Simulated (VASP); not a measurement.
Wanted: the native input for a VASP 6.6.1 run.

| Property | Result |
| --- | --- |
| Task | single point |
| Functional | r2SCAN |
| Potentials or basis | VASP PAW PBE potentials, release 64 (Os) |
| Cutoff | 520 eV |
| k mesh | 18 × 18 × 18 |
| Occupations | gaussian, width 0.1 eV |
| Spin | no spin polarisation |
| Further INCAR settings | ALGO = Normal; EDIFF = 1e-07; NBANDS = 10 |

The structure of Os lies in POSCAR:

```
Os
1.0
    0.0000000000      1.9111500000      1.9111500000
    1.9111500000      0.0000000000      1.9111500000
    1.9111500000      1.9111500000      0.0000000000
Os
1
Direct
    0.0000000000      0.0000000000      0.0000000000
```

This isn't the form of Os at room conditions, which is hcp.

The input as run:

INCAR

```
PREC     = Accurate       # precision mode
ENCUT    = 520            # plane-wave cutoff, eV
EDIFF    = 1E-7           # SCF threshold, eV
ISMEAR   = 0              # smearing method
SIGMA    = 0.1            # smearing width, eV
LREAL    = False          # projectors in reciprocal space
LASPH    = True           # aspherical terms in the spheres
NELM     = 80             # most SCF steps
ALGO     = Normal         # electronic algorithm
ISIF     = 2              # what is computed and relaxed
LWAVE    = False          # write WAVECAR
LCHARG   = True           # write CHGCAR
METAGGA  = R2SCAN         # meta-GGA
LMIXTAU  = True         
LELF     = True           # ELF
LVHAR    = True         
NBANDS   = 10             # bands
```

KPOINTS

```
regular mesh
0
Gamma
  18 18 18
```

Potentials or basis: VASP PAW PBE potentials, release 64 (Os).

Launch:

```sh
$ cat potpaw_PBE.64/Os/POTCAR > POTCAR
$ mpirun -np 1 vasp_std > vasp.out
```

It gave:

```json
{
  "Pressure": "4.3 GPa",
  "Band gap on the k mesh": "none (metal or under the smearing width)"
}
```

Caveat: the PAW data sets were made with another functional, which shifts forces and pressure a little.

It took 76 s on 1 thread of Intel(R) Xeon(R) Platinum 8488C (Sapphire Rapids), on a shared host, peak memory 0.15 GiB.
